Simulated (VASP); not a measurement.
# SnSe2 in VASP: notebook

Runs on SnSe2. Level: PBE+D3(BJ). Tasks: single point, relaxation of the atoms.

All numbers are computed with VASP 6.6.1; they aren't measurements. Logs are shortened: lines on timing, memory, paths and dates and some standing lists are left out, and cuts for length are marked.

## 1. The slab as given

The cell holds a slab with vacuum, 9 atoms: a = 3.841 Å, b = 3.841 Å, c = 30.205 Å, α = 90.00°, β = 90.00°, γ = 120.00°.

## 2. Single point, PBE+D3(BJ)

Input file INCAR:

```
PREC     = Accurate       # precision mode
ENCUT    = 520            # plane-wave cutoff, eV
EDIFF    = 1E-6           # SCF threshold, eV
ISMEAR   = 0              # smearing method
SIGMA    = 0.03           # smearing width, eV
LREAL    = False          # projectors in reciprocal space
LASPH    = True           # aspherical terms in the spheres
NELM     = 80             # most SCF steps
ALGO     = Normal         # electronic algorithm
ISIF     = 2              # what is computed and relaxed
LWAVE    = False          # write WAVECAR
LCHARG   = False          # write CHGCAR
LDIPOL   = True         
IDIPOL   = 3            
DIPOL    = 0.5 0.5 0.500
GGA      = PE             # functional
IVDW     = 12             # dispersion correction
NBANDS   = 49             # bands
LVHAR    = True         
LVACPOTAV= True         
ICORELEVEL= 1            
KPAR     = 4
```

Input file KPOINTS:

```
Automatic mesh
0
Gamma
  9 9 1
```

Input file POSCAR:

```
SnSe2
1.0
    3.8408449500      0.0000000000      0.0000000000
   -1.9204230200      3.3262690400      0.0000000000
    0.0000000000      0.0000000000     30.2046338000
Se Sn
6 3
Direct
    0.6666670000      0.3333340000      0.2483062700
    0.3333330000      0.6666660000      0.3539184000
    0.6666670000      0.3333340000      0.4471939300
    0.3333330000      0.6666660000      0.5528060700
    0.6666670000      0.3333340000      0.6460816000
    0.3333330000      0.6666660000      0.7516937300
    0.0000000000      0.0000000000      0.3011123400
    0.0000000000      0.0000000000      0.5000000000
    0.0000000000      0.0000000000      0.6988876600
```

Potentials or basis: VASP PAW PBE potentials, release 64 (Se, Sn_d).

On the command line:

```sh
$ cat potpaw_PBE.64/Se/POTCAR potpaw_PBE.64/Sn_d/POTCAR > POTCAR
$ mpirun -np 4 vasp_std > vasp.out
```

OUTCAR:

```text
PREC = Accurate
   ENCUT = 520
   EDIFF = 1E-6
   ISMEAR = 0
   LREAL = False
   LASPH = True
   NELM = 80
   ISIF = 2
   GGA = PE
   IVDW = 12
 IVDW          = 12

 ion  position               nearest neighbor table
   1  0.667  0.333  0.248-   7 2.73   7 2.73   7 2.73
   2  0.333  0.667  0.354-   7 2.73   7 2.73   7 2.73
   3  0.667  0.333  0.447-   8 2.73   8 2.73   8 2.73
   4  0.333  0.667  0.553-   8 2.73   8 2.73   8 2.73
   5  0.667  0.333  0.646-   9 2.73   9 2.73   9 2.73
   6  0.333  0.667  0.752-   9 2.73   9 2.73   9 2.73
   7  0.000  0.000  0.301-   2 2.73   1 2.73   2 2.73   1 2.73   2 2.73   1 2.73
   8  0.000  0.000  0.500-   4 2.73   3 2.73   3 2.73   4 2.73   3 2.73   4 2.73
   9  0.000  0.000  0.699-   5 2.73   6 2.73   5 2.73   6 2.73   5 2.73   6 2.73

  LATTYP: Found a hexagonal cell.
 ALAT       =     3.8408449500
 C/A-ratio  =     7.8640596518

  Lattice vectors:

 A1 = (   3.8408449500,   0.0000000000,   0.0000000000)
 A2 = (  -1.9204230200,   3.3262690400,   0.0000000000)
 A3 = (   0.0000000000,   0.0000000000,  30.2046338000)

Analysis of symmetry for initial positions (statically):
=====================================================================
 Subroutine PRICEL returns:
 Original cell was already a primitive cell.

 Routine SETGRP: Setting up the symmetry group for a
 hexagonal supercell.

 Subroutine GETGRP returns: Found 12 space group operations
 (whereof 12 operations were pure point group operations)
 out of a pool of 24 trial point group operations.

The static configuration has the point symmetry D_3d.

Analysis of symmetry for dynamics (positions and initial velocities):
=====================================================================
 Subroutine PRICEL returns:
 Original cell was already a primitive cell.

 Routine SETGRP: Setting up the symmetry group for a
 hexagonal supercell.

 Subroutine GETGRP returns: Found 12 space group operations
 (whereof 12 operations were pure point group operations)
 out of a pool of 24 trial point group operations.

The dynamic configuration has the point symmetry D_3d.

 Subroutine INISYM returns: Found 12 space group operations
 (whereof 12 operations are pure point group operations),
 and found     1 'primitive' translations

----------------------------------------------------------------------------------------

                                     Primitive cell

  volume of cell :     385.8848

  direct lattice vectors                    reciprocal lattice vectors
     3.840844950  0.000000000  0.000000000     0.260359377  0.150318611  0.000000000
    -1.920423020  3.326269040  0.000000000     0.000000000  0.300637137  0.000000000
     0.000000000  0.000000000 30.204633800     0.000000000  0.000000000  0.033107503

  length of vectors
     3.840844950  3.840844998 30.204633800     0.300637140  0.300637137  0.033107503

  position of ions in fractional coordinates (direct lattice)
     0.666667000  0.333334000  0.248306270
     0.333333000  0.666666000  0.353918400
     0.666667000  0.333334000  0.447193930
     0.333333000  0.666666000  0.552806070
     0.666667000  0.333334000  0.646081600
     0.333333000  0.666666000  0.751693730
     0.000000000  0.000000000  0.301112340
     0.000000000  0.000000000  0.500000000
     0.000000000  0.000000000  0.698887660

  ion indices of the primitive-cell ions
   primitive index   ion index
                 1           1
                 2           2
                 3           3
                 4           4
                 5           5
                 6           6
                 7           7
                 8           8
                 9           9

----------------------------------------------------------------------------------------

 KPOINTS: Automatic mesh

Automatic generation of k-mesh.
 Grid dimensions read from file:
 generate k-points for:    9    9    1

 Generating k-lattice:

  Cartesian coordinates                     Fractional coordinates (reciprocal lattice)
[... 26 lines left out ...]
  0.222222  0.222222  0.000000      6.000000
  0.333333  0.222222  0.000000     12.000000
  0.333333  0.333333  0.000000      2.000000
   k-points           NKPTS =     12   k-points in BZ     NKDIM =     12   number of bands    NBANDS=     49
   number of dos      NEDOS =    301   number of ions     NIONS =      9
   total plane-waves  NPLWV = 216000
   dimension x,y,z NGX =    30 NGY =   30 NGZ =  240
   dimension x,y,z NGXF=    60 NGYF=   60 NGZF=  480
   ions per type =               6   3
   NGX,Y,Z   is equivalent  to a cutoff of  12.99, 12.99, 13.21 a.u.
   NGXF,Y,Z  is equivalent  to a cutoff of  25.97, 25.97, 26.42 a.u.
 SYSTEM =  unknown system
   PREC   = accura    normal or accurate (medium, high low for compatibility)
   ISTART =      0    job   : 0-new  1-cont  2-samecut
   ICHARG =      2    charge: 1-file 2-atom 10-const
   ISPIN  =      1    spin polarized calculation?
   LNONCOLLINEAR =      F non collinear calculations
   LSORBIT =      F    spin-orbit coupling
   LASPH  =      T    aspherical Exc in radial PAW
   ENCUT  =  520.0 eV  38.22 Ry    6.18 a.u.   7.14  7.14 56.16*2*pi/ulx,y,z
   NELM   =     80;   NELMIN=  2; NELMDL= -5     # of ELM steps
   EDIFF  = 0.1E-05   stopping-criterion for ELM
   LREAL  =      F    real-space projection
   EDIFFG = 0.1E-04   stopping-criterion for IOM
   NSW    =      0    number of steps for IOM
   IBRION =     -1    ionic relax: 0-MD 1-quasi-New 2-CG
   NFREE  =      0    steps in history (QN), initial steepest desc. (CG)
   ISIF   =      2    stress and relaxation
   ISYM   =      2    0-nonsym 1-usesym 2-fastsym
   POTIM  = 0.5000    time-step for ionic-motion
   TEBEG  =    0.0;   TEEND  =   0.0 temperature during run
   PSTRESS=    0.0 pullay stress
   NELECT =      78.0000    total number of electrons
   NUPDOWN=      -1.0000    fix difference up-down
   EMIN   =  10.00;   EMAX   =-10.00  energy-range for DOS
   EFERMI =   0.00;   METHOD = LEGACY
   ISMEAR =     0;   SIGMA  =   0.03  broadening in eV -4-tet -1-fermi 0-gaus
   EFERMI_NEDOS =   21; number of points for ismear=-14 and -15
   IALGO  =     38    algorithm
   IMIX   =      4    mixing-type and parameters
     AMIX     =   0.40;   BMIX     =  1.00
     AMIX_MAG =   1.60;   BMIX_MAG =  1.00
  volume/ion in A,a.u.               =      42.88       289.34
  Fermi-wavevector in a.u.,A,eV,Ry     =   0.960772  1.815596 12.559311  0.923083
  Thomas-Fermi vector in A             =   2.090086
   LORBIT       =      0    0 simple, 1 ext, 2 COOP (PROOUT), +10 PAW based schemes
   GGA     = PE    functional components
   LHFCALC =     F    Hartree Fock is set to
   AEXX    =    0.0000 exact exchange contribution
   IVDW    =    12    specifies the selected vdW correction
   LEPSILON=     F    determine dielectric tensor
   LRPA    =     F    only Hartree local field effects (RPA)
 non-spin polarized calculation
 Gauss-broadening in eV      SIGMA  =   0.03
  energy-cutoff  :      520.00
  volume of cell :      385.88
 maximum number of plane-waves:     10449
 NGX is ok and might be reduce to    30
   NGX = 15   NGY = 15   NGZ =113

 dipolmoment           0.000000      0.000000     -0.000000 electrons x Angstroem

 number of electron      77.9999980 magnetization

 dipolmoment           0.000000      0.000000      0.000000 electrons x Angstroem

 Free energy of the ion-electron system (eV)
  ---------------------------------------------------
  ext. energy  EPLUGINS =         0.00000000
  ---------------------------------------------------
  free energy    TOTEN  =       -35.47827420 eV

  energy without entropy =      -35.47827420  energy(sigma->0) =      -35.47827420

 the core state eigenenergies are
   1-  1s -12496.6747  2s  -1600.1864  2p  -1406.5359  3s   -206.8580  3p   -146.3290
       3d    -46.5145
   2-  1s -12496.7096  2s  -1600.2230  2p  -1406.5722  3s   -206.9023  3p   -146.3736
       3d    -46.5596
   3-  1s -12496.7266  2s  -1600.2397  2p  -1406.5889  3s   -206.9185  3p   -146.3898
       3d    -46.5758
   4-  1s -12496.7266  2s  -1600.2397  2p  -1406.5889  3s   -206.9185  3p   -146.3898
       3d    -46.5758
   5-  1s -12496.7096  2s  -1600.2230  2p  -1406.5722  3s   -206.9023  3p   -146.3736
       3d    -46.5596
   6-  1s -12496.6747  2s  -1600.1864  2p  -1406.5359  3s   -206.8580  3p   -146.3290
       3d    -46.5145
   7-  1s -29002.3694  2s  -4373.8130  2p  -3925.4348  3s   -840.0839  3p   -693.6312
       3d   -468.3371  4s   -129.0620  4p    -84.8472
   8-  1s -29002.3701  2s  -4373.8156  2p  -3925.4373  3s   -840.0868  3p   -693.6341
       3d   -468.3401  4s   -129.0657  4p    -84.8510
   9-  1s -29002.3694  2s  -4373.8130  2p  -3925.4348  3s   -840.0839  3p   -693.6312
       3d   -468.3371  4s   -129.0620  4p    -84.8472

 E-fermi :   0.3499     XC(G=0):  -6.0709

 val. band max:        0.1567819840   @ k =   0.1111   0.1111   0.0000
 cond. band min:       0.8081207394   @ k =   0.4444  -0.0000   0.0000
 fundamental gap:      0.6513387553
 Fermi energy:         0.3498869922

 k-point     1 :       0.0000    0.0000    0.0000
  band No.  band energies     occupation
      1     -21.0864      2.00000
      2     -21.0864      2.00000
      3     -21.0816      2.00000
      4     -21.0816      2.00000
      5     -21.0816      2.00000
      6     -21.0816      2.00000
[... 613 lines left out ...]
     48       6.1394      0.00000
     49       6.1827      0.00000

------------------------ aborting loop because EDIFF is reached ----------------------------------------

 Edisp (eV)   -2.92160

 E8    (eV) :    -1.3052

  FORCE on cell =-STRESS in cart. coord.  units (eV):
  Direction    XX          YY          ZZ          XY          YZ          ZX
  --------------------------------------------------------------------------------------
  -------------------------------------------------------------------------------------
  Total      -0.20299    -0.20299    -0.03204     0.00000    -0.00000     0.00000
  in kB      -0.84282    -0.84282    -0.13302     0.00000    -0.00000     0.00000
  external pressure =       -0.61 kB  Pullay stress =        0.00 kB

 VOLUME and BASIS-vectors are now :
 -----------------------------------------------------------------------------
  energy-cutoff  :      520.00
  volume of cell :      385.88
      direct lattice vectors                 reciprocal lattice vectors
     3.840844950  0.000000000  0.000000000     0.260359377  0.150318611  0.000000000
    -1.920423020  3.326269040  0.000000000     0.000000000  0.300637137  0.000000000
     0.000000000  0.000000000 30.204633800     0.000000000  0.000000000  0.033107503

 POSITION                                       TOTAL-FORCE (eV/Angst)
 -----------------------------------------------------------------------------------
      1.92042      1.10876      7.50000        -0.000000      0.000000     -0.005924
     -0.00000      2.21751     10.68998        -0.000000      0.000000      0.016857
      1.92042      1.10876     13.50733        -0.000000      0.000000     -0.001610
     -0.00000      2.21751     16.69730         0.000000      0.000000      0.001610
      1.92042      1.10876     19.51466         0.000000     -0.000000     -0.016857
     -0.00000      2.21751     22.70463        -0.000000      0.000000      0.005924
      0.00000      0.00000      9.09499         0.000000      0.000000     -0.005944
      0.00000      0.00000     15.10232         0.000000      0.000000     -0.000000
      0.00000      0.00000     21.10965         0.000000      0.000000      0.005944
 -----------------------------------------------------------------------------------
    total drift:                                0.000000     -0.000000      0.000000

  FREE ENERGIE OF THE ION-ELECTRON SYSTEM (eV)
  ---------------------------------------------------
  free  energy   TOTEN  =       -38.3998693920 eV

  energy  without entropy=      -38.3998693920  energy(sigma->0) =      -38.39986939

 vacuum level on the upper side and lower side of the slab         6.059         6.059
```

Run time: 2.1 min. Hardware: 4 MPI ranks of Intel Xeon 6975P-C (Granite Rapids), shared host; peak memory 0.54 GiB.

What came out:

```
Free energy                            : -38.3999 eV
Largest force                          : 0.017 eV/Å
Band gap on the k mesh                 : 0.65 eV, indirect (least direct gap 0.92 eV)
Dispersion energy per atom             : -0.325 eV
Ionisation potential of the upper face : 5.90 eV
```

Forces on the atoms (eV/Å):
```
Se   0.000  0.000 -0.006
Se   0.000  0.000  0.017
Se   0.000  0.000 -0.002
Se   0.000  0.000  0.002
Se   0.000  0.000 -0.017
Se   0.000  0.000  0.006
Sn   0.000  0.000 -0.006
Sn   0.000  0.000  0.000
Sn   0.000  0.000  0.006
```

Levels at points of the mesh, in eV from the valence-band top:
| k point | band 37 | band 38 | band 39 | band 40 | band 41 | band 42 |
| --- | --- | --- | --- | --- | --- | --- |
| (0.00, 0.00, 0.00) | -0.21 | -0.15 | -0.15 | 1.08 | 1.71 | 2.28 |

Core levels (eV, on the scale of the bands):
| atom | levels |
| --- | --- |
| 1 Se | 1s -12496.7, 2s -1600.2, 2p -1406.5, 3s -206.9, 3p -146.3, 3d -46.5 |
| 2 Se | 1s -12496.7, 2s -1600.2, 2p -1406.6, 3s -206.9, 3p -146.4, 3d -46.6 |
| 3 Se | 1s -12496.7, 2s -1600.2, 2p -1406.6, 3s -206.9, 3p -146.4, 3d -46.6 |
| 4 Se | 1s -12496.7, 2s -1600.2, 2p -1406.6, 3s -206.9, 3p -146.4, 3d -46.6 |
| 5 Se | 1s -12496.7, 2s -1600.2, 2p -1406.6, 3s -206.9, 3p -146.4, 3d -46.6 |
| 6 Se | 1s -12496.7, 2s -1600.2, 2p -1406.5, 3s -206.9, 3p -146.3, 3d -46.5 |

Caveat: spin-orbit coupling is left out, which moves the levels of the heavy elements.

## 3. Relaxation of the atoms, PBE+D3(BJ)

Input file INCAR:

```
SYSTEM = SnSe2
  ALGO = Normal
  DIPOL = 0.5 0.5 0.500
  EDIFF = 1E-6
  EDIFFG = -0.02
  ENCUT = 520
  GGA = PE
  IBRION = 2
  IDIPOL = 3
  ISIF = 2
  ISMEAR = 0
  IVDW = 12
  KPAR = 4
  LASPH = .TRUE.
  LCHARG = .FALSE.
  LDIPOL = .TRUE.
  LREAL = .FALSE.
  LWAVE = .FALSE.
  NELM = 80
  NSW = 80
  PREC = Accurate
  SIGMA = 0.03
```

Input file KPOINTS:

```
k-points
0
G
  9 9 1
  0 0 0
```

POSCAR is that of step 2.

Potentials or basis: VASP PAW PBE potentials, release 64 (Se, Sn_d).

On the command line:

```sh
$ cat potpaw_PBE.64/Se/POTCAR potpaw_PBE.64/Sn_d/POTCAR > POTCAR
$ mpirun -np 4 vasp_std > vasp.out
```

Run time: 95 s. Hardware: 4 MPI ranks of Intel Xeon 6975P-C (Granite Rapids), shared host; peak memory 0.56 GiB.

Results (log left out):

| Item | Value |
| --- | --- |
| Free energy | -38.3999 eV |
| Largest force after relaxing | 0.017 eV/Å |
| Band gap on the k mesh | 0.65 eV, indirect (least direct gap 0.92 eV) |
| Dispersion energy per atom | -0.325 eV |

Forces in eV/Å, atoms in the order of the input:
```
Se   0.000  0.000 -0.006
Se   0.000  0.000  0.017
Se   0.000  0.000 -0.002
Se   0.000  0.000  0.002
Se   0.000  0.000 -0.017
Se   0.000  0.000  0.006
Sn   0.000  0.000 -0.006
Sn   0.000  0.000  0.000
Sn   0.000  0.000  0.006
```

Final structure:
```
Se Sn
1.0
     3.84084    0.00000    0.00000
    -1.92042    3.32627    0.00000
     0.00000    0.00000   30.20463
Se Sn
6 3
Direct
  0.66667 0.33333 0.24831
  0.33333 0.66667 0.35392
  0.66667 0.33333 0.44719
  0.33333 0.66667 0.55281
  0.66667 0.33333 0.64608
  0.33333 0.66667 0.75169
  0.00000 0.00000 0.30111
  0.00000 0.00000 0.50000
  0.00000 0.00000 0.69889
```

Levels at points of the mesh, in eV from the valence-band top:
```tsv
k point	band 35	band 36	band 37	band 38	band 39	band 40	band 41	band 42	band 43	band 44
(0.00, 0.00, 0.00)	-0.32	-0.21	-0.21	-0.15	-0.15	1.08	1.71	2.28	2.95	3.04
```

Caveat: the relaxation stopped at its first step, so nothing moved; spin-orbit coupling is left out, which moves the levels of the heavy elements.

## 4. Single point, PBE+D3(BJ)

Input file INCAR:

```
PREC     = Accurate       # precision mode
ENCUT    = 520            # plane-wave cutoff, eV
EDIFF    = 1E-6           # SCF threshold, eV
ISMEAR   = 0              # smearing method
SIGMA    = 0.03           # smearing width, eV
LREAL    = False          # projectors in reciprocal space
LASPH    = True           # aspherical terms in the spheres
NELM     = 80             # most SCF steps
ALGO     = Normal         # electronic algorithm
ISIF     = 2              # what is computed and relaxed
LWAVE    = False          # write WAVECAR
LCHARG   = False          # write CHGCAR
LDIPOL   = True         
IDIPOL   = 3            
DIPOL    = 0.5 0.5 0.500
GGA      = PE             # functional
IVDW     = 12             # dispersion correction
NBANDS   = 49             # bands
LVHAR    = True         
LVACPOTAV= True         
ICORELEVEL= 1            
KPAR     = 4
```

Input file KPOINTS:

```
Automatic mesh
0
Gamma
  9 9 1
```

Input file POSCAR:

```
SnSe2                                   
1.0
    3.8408449500      0.0000000000      0.0000000000
   -1.9204230200      3.3262690400      0.0000000000
    0.0000000000      0.0000000000     30.2046338000
  Se              Sn            
     6     3
Direct
     0.6666669999999968    0.3333340000000007    0.2483062700000005
     0.3333330000000032    0.6666659999999993    0.3539183999999977
     0.6666669999999968    0.3333340000000007    0.4471939299999974
     0.3333330000000032    0.6666659999999993    0.5528060700000026
     0.6666669999999968    0.3333340000000007    0.6460816000000023
     0.3333330000000032    0.6666659999999993    0.7516937299999995
     0.0000000000000000    0.0000000000000000    0.3011123400000031
     0.0000000000000000    0.0000000000000000    0.5000000000000000
     0.0000000000000000    0.0000000000000000    0.6988876599999969
```

On the command line:

```sh
$ cat potpaw_PBE.64/Se/POTCAR potpaw_PBE.64/Sn_d/POTCAR > POTCAR
$ mpirun -np 4 vasp_std > vasp.out
```

Run time: 1.9 min. Hardware: 4 MPI ranks of Intel Xeon 6975P-C (Granite Rapids), shared host; peak memory 0.57 GiB.

It converged, with:

```
Free energy                            : -38.3999 eV
Largest force                          : 0.017 eV/Å
Band gap on the k mesh                 : 0.65 eV, indirect (least direct gap 0.92 eV)
Dispersion energy per atom             : -0.325 eV
Ionisation potential of the upper face : 5.90 eV
```

Forces in eV/Å, atoms in the order of the input:
```
Se   0.000  0.000 -0.006
Se   0.000  0.000  0.017
Se   0.000  0.000 -0.002
Se   0.000  0.000  0.002
Se   0.000  0.000 -0.017
Se   0.000  0.000  0.006
Sn   0.000  0.000 -0.006
Sn   0.000  0.000  0.000
Sn   0.000  0.000  0.006
```

Levels at points of the mesh, in eV from the valence-band top:
| k point | band 36 | band 37 | band 38 | band 39 | band 40 | band 41 | band 42 | band 43 |
| --- | --- | --- | --- | --- | --- | --- | --- | --- |
| (0.00, 0.00, 0.00) | -0.21 | -0.21 | -0.15 | -0.15 | 1.08 | 1.71 | 2.28 | 2.95 |

Core levels (eV, on the scale of the bands):
```
atom                                                               levels
1 Se  1s -12496.7, 2s -1600.2, 2p -1406.5, 3s -206.9, 3p -146.3, 3d -46.5
2 Se  1s -12496.7, 2s -1600.2, 2p -1406.6, 3s -206.9, 3p -146.4, 3d -46.6
3 Se  1s -12496.7, 2s -1600.2, 2p -1406.6, 3s -206.9, 3p -146.4, 3d -46.6
4 Se  1s -12496.7, 2s -1600.2, 2p -1406.6, 3s -206.9, 3p -146.4, 3d -46.6
5 Se  1s -12496.7, 2s -1600.2, 2p -1406.6, 3s -206.9, 3p -146.4, 3d -46.6
6 Se  1s -12496.7, 2s -1600.2, 2p -1406.5, 3s -206.9, 3p -146.3, 3d -46.5
```

Caveat: spin-orbit coupling is left out, which moves the levels of the heavy elements.
